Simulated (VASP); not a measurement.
Runs of VASP 6.6.1 on CuAu. It takes space group P4/mmm (No. 123, tetragonal). The conventional cell has a = 2.811 Å, b = 2.811 Å, c = 3.685 Å, α = 90.00°, β = 90.00°, γ = 90.00°. Au (site symmetry 4/mmm) has 8 Cu at 2.71 Å and 4 Au at 2.81 Å as nearest neighbours. Around Cu (site symmetry 4/mmm) lie 8 Au at 2.71 Å and 4 Cu at 2.81 Å. 

| task | level | potentials or basis | cutoff (eV) | smearing | ladder | gap on the mesh (eV) | pressure (GPa) | V0 of scaled cells (Å³/atom) | B0 (GPa) |
| --- | --- | --- | --- | --- | --- | --- | --- | --- | --- |
| single point | PBE | VASP PAW PBE potentials, release 64 (Au_GW, Cu_GW) | 550 | gaussian 0.02 eV | - | none | 3.6 | - | - |
| single point | RPBE | VASP PAW PBE potentials, release 64 (Au, Cu_pv) | 520 | gaussian 0.05 eV | - | none | 7.7 | - | - |
| band structure | RPBE+D3 | VASP PAW PBE potentials, release 64 (Au, Cu) | 520 | methfessel-paxton 0.1 eV | - | - | 6.0 | - | - |
| electron localisation function | vdW-DF-cx | VASP PAW PBE potentials, release 54 (Au, Cu) | 520 | methfessel-paxton 0.2 eV | - | none | (c) | - | - |
| equation of state | PBEsol | VASP PAW PBE potentials, release 64 (Au, Cu) | 520 | fermi-dirac 0.05 eV | free | - | - | 14.22 | 173 |
| single point | PBEsol | VASP PAW PBE potentials, release 64 (Au, Cu) | 520 | fermi-dirac 0.05 eV | free | none | -3.9 | - | - |
| single point | PBE | VASP PAW PBE potentials, release 64 (Au, Cu) | 520 | fermi-dirac 0.05 eV | - | none | (a) | - | - |
| equation of state | PBE | VASP PAW PBE potentials, release 64 (Au, Cu) | 520 | fermi-dirac 0.05 eV | - | - | - | (b) | 141 |

Alike in all rows: no spin polarisation; cell as given; k mesh 9 × 9 × 7.

Task: Estimate the missing entries.

Result: (a) 4.5; (b) 15.00; (c) -2.1.

Caveats: the PAW data sets were made with another functional, which shifts forces and pressure a little (some runs); the cell was scaled at fixed shape and fractional positions, which overstates the stiffness of a crystal with free parameters, most of all of layers and chains (some runs); pairwise dispersion overbinds metals, which lowers pressure and volume (some runs).

A k mesh can miss the band edges, and the runs leave out spin-orbit coupling on Au.

A gap of «none» marks a metal or a gap under the smearing width.

Not every run made on this cell is shown here.
